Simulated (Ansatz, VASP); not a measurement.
**BAs in VASP and in Ansatz**

```
B As
1.0
     3.35016    0.00000    0.00000
    -1.67508    2.90132    0.00000
     0.00000    0.00000    9.89517
B As
2 2
Direct
  0.33333 0.66667 0.25000
  0.66667 0.33333 0.75000
  0.66667 0.33333 0.25000
  0.33333 0.66667 0.75000
```

Alike in both runs: task single point; functional PBE; k mesh 9 × 9 × 2; no spin polarisation.

```csv
,VASP,Ansatz
version,VASP 6.6.1,Ansatz 0.2.0
potentials or method,"VASP PAW PBE potentials, release 64 (B, As)","plane waves, PAW"
plane-wave cutoff (eV),520,420
occupations,"gaussian, width 0.01 eV",fixed
valence electrons in the cell,16,36
```

VASP gave:

| Quantity | Value |
| --- | --- |
| gap on the k mesh at the Fermi level (eV) | 0.72 |
| pressure (GPa) | 2.8 |
| largest component of the traceless stress (GPa) | 2.76 |

**Question.** Estimate Ansatz's values.

**Answer.** gap on the k mesh at the Fermi level (eV): 0.73; pressure (GPa): 2.3; largest component of the traceless stress (GPa): 2.28.

The two sets of potentials don't hold the same shells in valence.

Caveats: an odd mesh through Γ misses points on the zone boundary, where band edges often lie; this functional lacks dispersion, which binds the layers, so the pressure and a relaxed spacing across them are unreliable. Expect the measured gap to be larger: semilocal functionals such as PBE lack the derivative discontinuity.
